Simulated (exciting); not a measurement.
A run of exciting (release sodium):

The input input.xml:

```xml
<input>
  <title>BaS</title>
  <structure speciespath="./" tshift="false">
    <crystal scale="1">
      <basevect>0.000000000000 6.035312810524 6.035312810524</basevect>
      <basevect>6.035312810524 0.000000000000 6.035312810524</basevect>
      <basevect>6.035312810524 6.035312810524 0.000000000000</basevect>
    </crystal>
    <species speciesfile="Ba.xml" rmt="2.3">
      <atom coord="0.000000000000 0.000000000000 0.000000000000"/>
    </species>
    <species speciesfile="S.xml" rmt="1.9">
      <atom coord="0.500000000000 0.500000000000 0.500000000000"/>
    </species>
  </structure>
  <groundstate do="fromscratch" ngridk="7 7 7" rgkmax="7.5" gmaxvr="14" lmaxapw="10" lmaxmat="10" lmaxvr="8" xctype="LDA_PW" stype="Fermi Dirac" swidth="0.00183747" nempty="10" ValenceRelativity="iora*" epsengy="1e-05" epspot="1e-05" maxscl="60" outputlevel="normal"/>
  <properties>
    <bandstructure>
      <plot1d>
        <path steps="80">
          <point coord="0 0 0" label="G"/>
          <point coord="0.5 0 0.5" label="X"/>
          <point coord="0.5 0.25 0.75" label="W"/>
          <point coord="0.375 0.375 0.75" label="K"/>
          <point coord="0 0 0" label="G"/>
          <point coord="0.5 0.5 0.5" label="L"/>
          <point coord="0.625 0.25 0.625" label="U"/>
          <point coord="0.5 0.25 0.75" label="W"/>
          <point coord="0.5 0.5 0.5" label="L"/>
          <point coord="0.375 0.375 0.75" label="K" breakafter="true"/>
          <point coord="0.625 0.25 0.625" label="U"/>
          <point coord="0.5 0 0.5" label="X"/>
        </path>
      </plot1d>
    </bandstructure>
    <dos nwdos="300" winddos="-0.6 0.5" inttype="tetra" ngrdos="100" nsmdos="1" lmirep="true"/>
    <chargedensityplot>
      <plot3d>
        <box grid="23 23 23">
          <origin coord="0 0 0"/>
          <point coord="1 0 0"/>
          <point coord="0 1 0"/>
          <point coord="0 0 1"/>
        </box>
      </plot3d>
    </chargedensityplot>
    <elfplot>
      <plot3d>
        <box grid="23 23 23">
          <origin coord="0 0 0"/>
          <point coord="1 0 0"/>
          <point coord="0 1 0"/>
          <point coord="0 0 1"/>
        </box>
      </plot3d>
    </elfplot>
    <exccplot>
      <plot3d>
        <box grid="23 23 23">
          <origin coord="0 0 0"/>
          <point coord="1 0 0"/>
          <point coord="0 1 0"/>
          <point coord="0 0 1"/>
        </box>
      </plot3d>
    </exccplot>
  </properties>
</input>
```

Potentials or basis: all-electron LAPW+lo, shipped species files, valence relativity iora*.

Command:

```bash
$ OMP_NUM_THREADS=1 exciting_smp
```

Hardware: 1 thread of Arm Neoverse V2 (shared host).

How long does it take, and how much memory?

Run time: 2.4 min on 1 thread of Arm Neoverse V2, with other jobs on the host, peak memory 0.16 GiB. Counts: scf iterations 15, plane waves 471.
